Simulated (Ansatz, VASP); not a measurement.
**ZnS in VASP and in Ansatz**

```
Zn S
1.0
     0.00000    2.72170    2.72170
     2.72170    0.00000    2.72170
     2.72170    2.72170    0.00000
Zn S
1 1
Cartesian
  1.3609 1.3609 1.3609
  0.0000 0.0000 0.0000
```

Alike in both runs: functional PBE; k mesh 6 × 6 × 6; no spin polarisation.

Ansatz relaxed the structure, and its values are those at the end. VASP's run is a single point on that final structure, the one shown.

```csv
,VASP,Ansatz
version,VASP 6.6.1,Ansatz 0.2.0
potentials or method,"VASP PAW PBE potentials, release 64 (Zn, S)","plane waves, PAW"
plane-wave cutoff (eV),520,420
occupations,"gaussian, width 0.01 eV",fixed
valence electrons in the cell,18,18
```

```csv
,VASP,Ansatz,Ansatz less VASP
pressure (GPa),0.2,0.0,-0.15
```
